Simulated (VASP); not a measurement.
# La2O3 (P-3m1) in VASP: band structure with PBEsol

Aim: the band structure of La2O3 with PBEsol.

Everything below comes from runs of VASP 6.6.1. Logs are shortened: lines on timing, memory, paths and dates and some standing lists are left out, and cuts for length are marked.

### Step 1. Starting point

It takes space group P-3m1 (No. 164, trigonal). Conventional cell: a = 3.903 Å, b = 3.903 Å, c = 6.033 Å, α = 90.00°, β = 90.00°, γ = 120.00°. Around La (site symmetry 3m) lie 7 O at 2.35 to 2.70 Å. Around O (site symmetry -3m) lie 6 La at 2.70 Å. O (site symmetry 3m) has 4 La at 2.35 to 2.42 Å as nearest neighbours.

The cell was built by a generator and needn't be a form met in nature.

### Step 2. Band structure, PBEsol

File INCAR:

```
SYSTEM = La2O3
PREC     = Accurate       ! precision mode
ENCUT    = 520            ! plane-wave cutoff, eV
EDIFF    = 1E-6           ! SCF threshold, eV
ISMEAR   = 0              ! smearing method
SIGMA    = 0.02           ! smearing width, eV
LREAL    = .False.        ! projectors in reciprocal space
LASPH    = .True.         ! aspherical terms in the spheres
NELM     = 80             ! most SCF steps
ALGO     = Normal         ! electronic algorithm
ISIF     = 2              ! what is computed and relaxed
LWAVE    = .False.        ! write WAVECAR
LCHARG   = .False.        ! write CHGCAR
LMAXMIX  = 6              ! l up to which the mixer works
GGA      = PS             ! functional
NBANDS   = 28             ! bands
KPAR     = 2
```

File KPOINTS:

```
Automatic mesh
0
Gamma
  8 8 6
  0 0 0
```

File POSCAR:

```
La2O3                                   
1.0
    3.9033826629     -0.0000000000     -0.0000000000
   -1.9516913315      3.3804285440      0.0000000000
    0.0000000000     -0.0000000000      6.0330850108
  La              O             
     2     3
Direct
     0.3333333300000021    0.6666666699999979    0.2452803989905444
     0.6666666699999979    0.3333333300000021    0.7547196010094556
     0.0000000000000000    0.0000000000000000    0.0000000000000000
     0.3333333300000021    0.6666666699999979    0.6460806132625505
     0.6666666699999979    0.3333333300000021    0.3539193867374495
```

File KPOINTS_OPT:

```
path GMKGALHA,LM,KH
10
line-mode
reciprocal
 0.0000000000  0.0000000000  0.0000000000  G
 0.5000000000  0.0000000000  0.0000000000  M

 0.5000000000  0.0000000000  0.0000000000  M
 0.3333333333  0.3333333333  0.0000000000  K

 0.3333333333  0.3333333333  0.0000000000  K
 0.0000000000  0.0000000000  0.0000000000  G

 0.0000000000  0.0000000000  0.0000000000  G
 0.0000000000  0.0000000000  0.5000000000  A

 0.0000000000  0.0000000000  0.5000000000  A
 0.5000000000  0.0000000000  0.5000000000  L

 0.5000000000  0.0000000000  0.5000000000  L
 0.3333333333  0.3333333333  0.5000000000  H

 0.3333333333  0.3333333333  0.5000000000  H
 0.0000000000  0.0000000000  0.5000000000  A

 0.5000000000  0.0000000000  0.5000000000  L
 0.5000000000  0.0000000000  0.0000000000  M

 0.3333333333  0.3333333333  0.0000000000  K
 0.3333333333  0.3333333333  0.5000000000  H
```

Potentials or basis: VASP PAW PBE potentials, release 64 (La, O).

Started as:

```
cat potpaw_PBE.64/La/POTCAR potpaw_PBE.64/O/POTCAR > POTCAR
mpirun -np 2 vasp_std > vasp.out
```

OUTCAR:

```text
SYSTEM = La2O3
   PREC = Accurate
   ENCUT = 520
   EDIFF = 1E-6
   ISMEAR = 0
   LREAL = .False.
   LASPH = .True.
   NELM = 80
   ISIF = 2
   GGA = PS

 ion  position               nearest neighbor table
   1  0.333  0.667  0.245-   5 2.35   5 2.35   5 2.35   4 2.42   3 2.70   3 2.70   3 2.70
   2  0.667  0.333  0.755-   4 2.35   4 2.35   4 2.35   5 2.42   3 2.70   3 2.70   3 2.70
   3  0.000  0.000  0.000-   1 2.70   2 2.70   1 2.70   2 2.70   2 2.70   1 2.70
   4  0.333  0.667  0.646-   2 2.35   2 2.35   2 2.35   1 2.42
   5  0.667  0.333  0.354-   1 2.35   1 2.35   1 2.35   2 2.42

  LATTYP: Found a hexagonal cell.
 ALAT       =     3.9033826629
 C/A-ratio  =     1.5456042955

  Lattice vectors:

 A1 = (   3.9033826629,   0.0000000000,   0.0000000000)
 A2 = (  -1.9516913315,   3.3804285440,   0.0000000000)
 A3 = (   0.0000000000,   0.0000000000,   6.0330850108)

Analysis of symmetry for initial positions (statically):
=====================================================================
 Subroutine PRICEL returns:
 Original cell was already a primitive cell.

 Routine SETGRP: Setting up the symmetry group for a
 hexagonal supercell.

 Subroutine GETGRP returns: Found 12 space group operations
 (whereof 12 operations were pure point group operations)
 out of a pool of 24 trial point group operations.

The static configuration has the point symmetry D_3d.

Analysis of symmetry for dynamics (positions and initial velocities):
=====================================================================
 Subroutine PRICEL returns:
 Original cell was already a primitive cell.

 Routine SETGRP: Setting up the symmetry group for a
 hexagonal supercell.

 Subroutine GETGRP returns: Found 12 space group operations
 (whereof 12 operations were pure point group operations)
 out of a pool of 24 trial point group operations.

The dynamic configuration has the point symmetry D_3d.

 Subroutine INISYM returns: Found 12 space group operations
 (whereof 12 operations are pure point group operations),
 and found     1 'primitive' translations

----------------------------------------------------------------------------------------

                                     Primitive cell

  volume of cell :      79.6072

  direct lattice vectors                    reciprocal lattice vectors
     3.903382663  0.000000000  0.000000000     0.256188052  0.147910241  0.000000000
    -1.951691331  3.380428544  0.000000000     0.000000000  0.295820482  0.000000000
     0.000000000  0.000000000  6.033085011     0.000000000  0.000000000  0.165752678

  length of vectors
     3.903382663  3.903382661  6.033085011     0.295820481  0.295820482  0.165752678

  position of ions in fractional coordinates (direct lattice)
     0.333333330  0.666666670  0.245280399
     0.666666670  0.333333330  0.754719601
     0.000000000  0.000000000  0.000000000
     0.333333330  0.666666670  0.646080613
     0.666666670  0.333333330  0.353919387

  ion indices of the primitive-cell ions
   primitive index   ion index
                 1           1
                 2           2
                 3           3
                 4           4
                 5           5

----------------------------------------------------------------------------------------

 KPOINTS: Automatic mesh

Automatic generation of k-mesh.
 Grid dimensions read from file:
 generate k-points for:    8    8    6

 Generating k-lattice:

  Cartesian coordinates                     Fractional coordinates (reciprocal lattice)
     0.032023506  0.018488780  0.000000000     0.125000000  0.000000000  0.000000000
     0.000000000  0.036977560  0.000000000     0.000000000  0.125000000  0.000000000
     0.000000000  0.000000000  0.027625446     0.000000000  0.000000000  0.166666667

  Length of vectors
     0.036977560  0.036977560  0.027625446

  Shift w.r.t. Gamma in fractional coordinates (k-lattice)
     0.000000000  0.000000000  0.000000000

 Subroutine IBZKPT returns following result:
 ===========================================

 Found     50 irreducible k-points:

 Following reciprocal coordinates:
            Coordinates               Weight
  0.000000  0.000000  0.000000      1.000000
  0.125000 -0.000000  0.000000      6.000000
  0.250000 -0.000000  0.000000      6.000000
  0.375000  0.000000  0.000000      6.000000
  0.500000 -0.000000  0.000000      3.000000
  0.125000  0.125000  0.000000      6.000000
[... 16 lines left out ...]
 -0.125000  0.500000  0.166667     12.000000
  0.250000  0.250000  0.166667     12.000000
 [... further k-points ...]
   k-points           NKPTS =     50   k-points in BZ     NKDIM =     50   number of bands    NBANDS=     28
   number of dos      NEDOS =    301   number of ions     NIONS =      5
   total plane-waves  NPLWV =  43200
   dimension x,y,z NGX =    30 NGY =   30 NGZ =   48
   dimension x,y,z NGXF=    60 NGYF=   60 NGZF=   96
   ions per type =               2   3
   NGX,Y,Z   is equivalent  to a cutoff of  12.78, 12.78, 13.23 a.u.
   NGXF,Y,Z  is equivalent  to a cutoff of  25.55, 25.55, 26.45 a.u.
 SYSTEM =  La2O3
   PREC   = accura    normal or accurate (medium, high low for compatibility)
   ISTART =      0    job   : 0-new  1-cont  2-samecut
   ICHARG =      2    charge: 1-file 2-atom 10-const
   ISPIN  =      1    spin polarized calculation?
   LNONCOLLINEAR =      F non collinear calculations
   LSORBIT =      F    spin-orbit coupling
   LASPH  =      T    aspherical Exc in radial PAW
   ENCUT  =  520.0 eV  38.22 Ry    6.18 a.u.   7.26  7.26 11.22*2*pi/ulx,y,z
   NELM   =     80;   NELMIN=  2; NELMDL= -5     # of ELM steps
   EDIFF  = 0.1E-05   stopping-criterion for ELM
   LREAL  =      F    real-space projection
   EDIFFG = 0.1E-04   stopping-criterion for IOM
   NSW    =      0    number of steps for IOM
   IBRION =     -1    ionic relax: 0-MD 1-quasi-New 2-CG
   NFREE  =      0    steps in history (QN), initial steepest desc. (CG)
   ISIF   =      2    stress and relaxation
   ISYM   =      2    0-nonsym 1-usesym 2-fastsym
   POTIM  = 0.5000    time-step for ionic-motion
   TEBEG  =    0.0;   TEEND  =   0.0 temperature during run
   PSTRESS=    0.0 pullay stress
   NELECT =      40.0000    total number of electrons
   NUPDOWN=      -1.0000    fix difference up-down
   EMIN   =  10.00;   EMAX   =-10.00  energy-range for DOS
   EFERMI =   0.00;   METHOD = LEGACY
   ISMEAR =     0;   SIGMA  =   0.02  broadening in eV -4-tet -1-fermi 0-gaus
   EFERMI_NEDOS =   21; number of points for ismear=-14 and -15
   IALGO  =     38    algorithm
   IMIX   =      4    mixing-type and parameters
     AMIX     =   0.40;   BMIX     =  1.00
     AMIX_MAG =   1.60;   BMIX_MAG =  1.00
  volume/ion in A,a.u.               =      15.92       107.44
  Fermi-wavevector in a.u.,A,eV,Ry     =   1.301500  2.459478 23.046926  1.693901
  Thomas-Fermi vector in A             =   2.432629
   LORBIT       =      0    0 simple, 1 ext, 2 COOP (PROOUT), +10 PAW based schemes
   GGA     = PS    functional components
   LHFCALC =     F    Hartree Fock is set to
   AEXX    =    0.0000 exact exchange contribution
   IVDW    =     0    specifies the selected vdW correction
   LEPSILON=     F    determine dielectric tensor
   LRPA    =     F    only Hartree local field effects (RPA)
 non-spin polarized calculation
 Gauss-broadening in eV      SIGMA  =   0.02
  energy-cutoff  :      520.00
  volume of cell :       79.61
 maximum number of plane-waves:      2189
 NGX is ok and might be reduce to    30
   NGX = 15   NGY = 15   NGZ = 23

 number of electron      39.9999995 magnetization

 Free energy of the ion-electron system (eV)
  ---------------------------------------------------
  ext. energy  EPLUGINS =         0.00000000
  ---------------------------------------------------
  free energy    TOTEN  =       -43.70926073 eV

  energy without entropy =      -43.70926073  energy(sigma->0) =      -43.70926073

 E-fermi :   6.1889     XC(G=0): -10.8581

 val. band max:        6.1018654068   @ k =   0.2500   0.2500   0.5000
 cond. band min:       9.9167044485   @ k =   0.5000  -0.0000   0.0000
 fundamental gap:      3.8148390417
 Fermi energy:         6.1889286863

 k-point     1 :       0.0000    0.0000    0.0000
  band No.  band energies     occupation
      1     -23.5948      2.00000
      2     -23.3076      2.00000
      3     -10.8967      2.00000
      4      -9.5627      2.00000
      5      -9.1239      2.00000
      6      -7.0598      2.00000
[... 20 lines left out ...]
     27      11.6725      0.00000
     28      11.9146      0.00000

 k-point     2 :       0.1250   -0.0000    0.0000
  band No.  band energies     occupation
      1     -23.5642      2.00000
      2     -23.2955      2.00000
      3     -10.8878      2.00000
      4      -9.8643      2.00000
      5      -9.3515      2.00000
      6      -7.1304      2.00000
[... 20 lines left out ...]
     27      11.7789      0.00000
     28      11.9350      0.00000

 k-point     3 :       0.2500   -0.0000    0.0000
  band No.  band energies     occupation
      1     -23.4857      2.00000
      2     -23.2697      2.00000
      3     -10.9561      2.00000
      4     -10.4603      2.00000
      5      -9.5765      2.00000
      6      -7.2823      2.00000
[... 20 lines left out ...]
     27      11.7834      0.00000
     28      11.8626      0.00000

 k-point     4 :       0.3750    0.0000    0.0000
  band No.  band energies     occupation
      1     -23.3951      2.00000
      2     -23.2537      2.00000
      3     -11.1357      2.00000
      4     -10.9657      2.00000
      5      -9.4543      2.00000
      6      -7.4819      2.00000
[... 578 lines left out ...]
     27      11.7065      0.00000
     28      11.7276      0.00000

 k-point    23 :      -0.1250    0.5000    0.1667
  band No.  band energies     occupation
      1     -23.3434      2.00000
      2     -23.2605      2.00000
      3     -11.2404      2.00000
      4     -11.1328      2.00000
      5      -9.4057      2.00000
      6      -7.6350      2.00000
[... 20 lines left out ...]
     27      11.7164      0.00000
     28      11.7267      0.00000

 k-point    24 :       0.2500    0.2500    0.1667
  band No.  band energies     occupation
      1     -23.3440      2.00000
      2     -23.2601      2.00000
      3     -11.2139      2.00000
      4     -11.0592      2.00000
      5      -9.6345      2.00000
      6      -7.5799      2.00000
[... 20 lines left out ...]
     27      11.6870      0.00000
     28      11.7727      0.00000

 [... further k-points ...]

------------------------ aborting loop because EDIFF is reached ----------------------------------------

  FORCE on cell =-STRESS in cart. coord.  units (eV):
  Direction    XX          YY          ZZ          XY          YZ          ZX
  --------------------------------------------------------------------------------------
  -------------------------------------------------------------------------------------
  Total        0.0801656      0.0801656      0.0655109     -0.0000000      0.0000000      0.0000000
  in kB        1.6134148      1.6134148      1.3184756     -0.0000000      0.0000000      0.0000000
  external PRESSURE =       1.5151017 kB  Pullay stress =       0.0000000 kB

 VOLUME and BASIS-vectors are now :
 -----------------------------------------------------------------------------
  energy-cutoff  :      520.00
  volume of cell :       79.61
      direct lattice vectors                 reciprocal lattice vectors
     3.903382663  0.000000000  0.000000000     0.256188052  0.147910241  0.000000000
    -1.951691331  3.380428544  0.000000000     0.000000000  0.295820482  0.000000000
     0.000000000  0.000000000  6.033085011     0.000000000  0.000000000  0.165752678

 POSITION                                       TOTAL-FORCE (eV/Angst)
 -----------------------------------------------------------------------------------
     -0.00000      2.25362      1.47980        -0.000000      0.000000     -0.004901
      1.95169      1.12681      4.55329         0.000000     -0.000000      0.004901
      0.00000      0.00000      0.00000        -0.000000      0.000000      0.000000
     -0.00000      2.25362      3.89786         0.000000     -0.000000     -0.000352
      1.95169      1.12681      2.13523        -0.000000      0.000000      0.000352
 -----------------------------------------------------------------------------------
    total drift:                                0.000000      0.000000      0.000000

  FREE ENERGIE OF THE ION-ELECTRON SYSTEM (eV)
  ---------------------------------------------------
  free  energy   TOTEN  =       -43.7092607325 eV

  energy  without entropy=      -43.7092607325  energy(sigma->0) =      -43.70926073
```

Run time: 2.1 min. Hardware: 2 MPI ranks of Intel Xeon Platinum 8488C (Sapphire Rapids), shared host; peak memory 0.3 GiB.

Results:

| Quantity | Value |
| --- | --- |
| Free energy | -43.7093 eV |
| Pressure | 0.2 GPa |
| Largest force | 0.005 eV/Å |
| Band gap on the k mesh | 3.81 eV, indirect (least direct gap 3.97 eV) |
| Band gap along the path | 3.78 eV, indirect (least direct gap 3.87 eV) |

Forces in eV/Å, atoms in the order of the input:
```
La   0.000  0.000 -0.005
La   0.000  0.000  0.005
O    0.000  0.000  0.000
O    0.000  0.000  0.000
O    0.000  0.000  0.000
```

Levels at the corners of the path, in eV from the valence-band top:
```csv
point,band 18,band 19,band 20,band 21,band 22,band 23
Γ,-0.44,-0.44,-0.16,4.31,4.57,4.57
M,-0.67,-0.43,-0.32,3.82,4.80,5.32
M,-0.67,-0.43,-0.32,3.82,4.80,5.32
K,-0.89,-0.87,-0.09,3.78,4.81,4.81
K,-0.89,-0.87,-0.09,3.78,4.81,4.81
Γ,-0.44,-0.44,-0.16,4.31,4.57,4.57
Γ,-0.44,-0.44,-0.16,4.31,4.57,4.57
A,-0.87,-0.33,-0.33,4.77,4.77,4.78
A,-0.87,-0.33,-0.33,4.77,4.77,4.78
L,-0.78,-0.38,0.00,4.46,4.66,5.22
L,-0.78,-0.38,0.00,4.46,4.66,5.22
H,-0.30,-0.30,-0.22,4.23,4.89,5.06
H,-0.30,-0.30,-0.22,4.23,4.89,5.06
A,-0.87,-0.33,-0.33,4.77,4.77,4.78
L,-0.78,-0.38,0.00,4.46,4.66,5.22
M,-0.67,-0.43,-0.32,3.82,4.80,5.32
K,-0.89,-0.87,-0.09,3.78,4.81,4.81
H,-0.30,-0.30,-0.22,4.23,4.89,5.06
```

Caveat: the PAW data sets were made with another functional, which shifts forces and pressure a little; spin-orbit coupling is left out, which moves the levels of the heavy elements.
